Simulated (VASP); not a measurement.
# Li: equation of state with r2SCAN

The system is Li.

```
CELL_PARAMETERS angstrom
3.11100 0.00000 0.00000
-1.55550 2.69421 0.00000
0.00000 0.00000 5.09300
ATOMIC_POSITIONS crystal
Li 0.66667 0.33333 0.75000
Li 0.33333 0.66667 0.25000
```

This isn't the form of Li at room conditions, which is bcc.

```json
{
 "Program": "VASP 6.6.1",
 "Task": "equation of state",
 "Functional": "r2SCAN",
 "Potentials or basis": "VASP PAW PBE potentials, release 64 (Li_sv)",
 "Cutoff": "520 eV",
 "k mesh": "10 × 10 × 5",
 "Occupations": "fermi-dirac, width 0.05 eV",
 "Spin": "no spin polarisation",
 "Further INCAR settings": "ALGO = Normal; EDIFF = 1e-07; NBANDS = 10"
}
```

| Property | Result |
| --- | --- |
| Equilibrium volume | 21.43 Å³/atom (rough: see the caveat) |
| Bulk modulus at fixed shape and positions | 18.9 GPa (rough) |

Energy against volume, from the lowest point:
| volume (Å³/atom) | energy (meV/atom) |
| --- | --- |
| 20.063 | 3.52 |
| 20.490 | 1.92 |
| 20.917 | 0.72 |
| 21.344 | 0.00 |
| 21.771 | 0.31 |
| 22.198 | 1.95 |
| 22.625 | 4.72 |

All runs of the series together: 7.4 min on 1 thread of Intel(R) Xeon(R) Platinum 8259CL CPU @ 2.50GHz (Skylake/Cascade Lake), with other jobs on the host.

Caveat: the cutoff is under 1.25 times the usual one of these potentials, so pressure, stress and relaxed cells hold a basis-set (Pulay) error; the fit is doubtful: noisy points or a state that changes with volume; the cell was scaled at fixed shape and fractional positions, which overstates the stiffness of a crystal with free parameters, most of all of layers and chains; the PAW data sets were made with another functional, which shifts forces and pressure a little.
